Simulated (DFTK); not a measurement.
Zn in DFTK: the effect of functional

The system is Zn.

```xyz
2
Lattice="2.6700 0.0000 0.0000 -1.3350 2.3123 0.0000 0.0000 0.0000 4.9660" Properties=species:S:1:pos:R:3 pbc="T T T"
Zn    1.3350    0.7708    3.7245
Zn    0.0000    1.5415    1.2415
```

Alike in all runs:

```yaml
Program: DFTK 0.8.2
Task: single point
Potentials_or_basis: SG15 1.2 (PBE)
Cutoff: 1225 eV
k_mesh: 11 × 11 × 6
Occupations: fermi-dirac, width 0.05 eV
Spin: no spin polarisation
```

Task: One run gave: pressure -11.6 GPa. Which functional did it use?
A. r2SCAN
B. LDA
C. PBEsol

Result: B.

| functional | pressure (GPa) |
| --- | --- |
| LDA | -11.6 |
| PBEsol | -6.1 |
| r2SCAN | -3.8 |

Caveats: the potentials were made for another functional, which shifts forces and pressure.

Not every run made on this cell is shown here.
